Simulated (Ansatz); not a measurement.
**TaN: further runs on the relaxed cell**

An exercise on one series of results from a longer session: the logs are not shown, and one member is left open.

Computed with Ansatz 0.2.0 (DFT r2SCAN, scalar-relativistic, plane waves, PAW, unless a step's input says otherwise).

### The starting structure

The structure is cubic, space group Fm-3m (No. 225). Conventional cell: a = 4.397 Å, b = 4.397 Å, c = 4.397 Å, α = 90.00°, β = 90.00°, γ = 90.00°. Ta (site symmetry m-3m) has 6 N at 2.20 Å as nearest neighbours. N (site symmetry m-3m) has 6 Ta at 2.20 Å as nearest neighbours.

Structure file:

```
CELL_PARAMETERS angstrom
0.00000 2.19827 2.19827
2.19827 0.00000 2.19827
2.19827 2.19827 0.00000
ATOMIC_POSITIONS crystal
Ta 0.50000 0.50000 0.50000
N 0.00000 0.00000 0.00000
```

It is the result of an earlier relaxation at this level (volume 10.62 Å³/atom; gap on the mesh: none (metal)).

Set-up of the first run:

input.yaml

```yaml
crystal:
  lattice:
    - [0.0, 2.1982663155, 2.1982663155]
    - [2.1982663155, 0.0, 2.1982663155]
    - [2.1982663155, 2.1982663155, 0.0]
  atoms:
    - { symbol: Ta, position: [0.5, 0.5, 0.5] }
    - { symbol: "N", position: [0.0, 0.0, 0.0] }
basis:
  ecutwfc: 500
kpoints:
  mp_grid: { grid: [16, 16, 16] }
  band_path:
    path:
      - [[0.0, 0.0, 0.0], [0.5, 0.0, 0.5], [0.625, 0.25, 0.625]]
      - [[0.375, 0.375, 0.75], [0.0, 0.0, 0.0], [0.5, 0.5, 0.5], [0.5, 0.25, 0.75], [0.5, 0.0, 0.5]]
    npoints: 14
hamiltonian:
  xc: r2scan
scf:
  occupations: { method: gaussian, width: 0.1 }
  n_extra_bands: 6
output:
  forces: true
  stress: true
  eigenvalues: true
  populations: true
  dos: { projected: true, de: 0.02, nscf_kmesh: { grid: [24, 24, 24] } }
  bader: true
  write_density: true
  write_potential: true
  elf: true
  volumetric_format: npy
```

Started as:

```sh
ansatz run input.yaml --threads 1 --pin off --max-ram 2560MiB --backend cpu --events-out ev --progress --plain --runs-dir out
```

Steps of the session up to this table: Electronic structure at the relaxed geometry; Back to the database's cell; The cell scaled to 0.97 of its volume; Point at V/V0 = 1.03; Volume × 0.94; The cell scaled to 1.06 of its volume; The cell scaled to 0.91 of its volume; Volume × 1.10; Volume × 0.88.

One table of the session follows, with a row left open; its other results are not shown here.

```
volume (Å³/atom)  energy above the lowest point (meV/atom)  pressure (GPa)
           9.348                                     210.5           59.36
           9.667                                     111.5           40.72
           9.985                                      46.8           24.90
          10.304                                      11.0           11.44
          10.623                                       0.0            0.00
          10.942                                      10.0           -9.73
          11.260                                         ?               ?
          11.685                                      98.2          -27.14
```

Estimate the missing values for volume (Å³/atom) = 11.260.

Worked estimate for «energy above the lowest point (meV/atom)». A straight line through the neighbours (10.942, 10.0) and (11.685, 98.2) gives 10.0 + (98.2 − 10.0) × (11.260 − 10.942) / (11.685 − 10.942) = 47.7; a parabola fitted to 3 rows on both sides gives 36.6.

As computed: energy above the lowest point (meV/atom): 37.8; pressure (GPa): -18.01. In «energy above the lowest point (meV/atom)» the line misses by +9.9 and the parabola by -1.2.

Limits of these values: Spin-orbit coupling is left out, which matters for the bands of Ta.
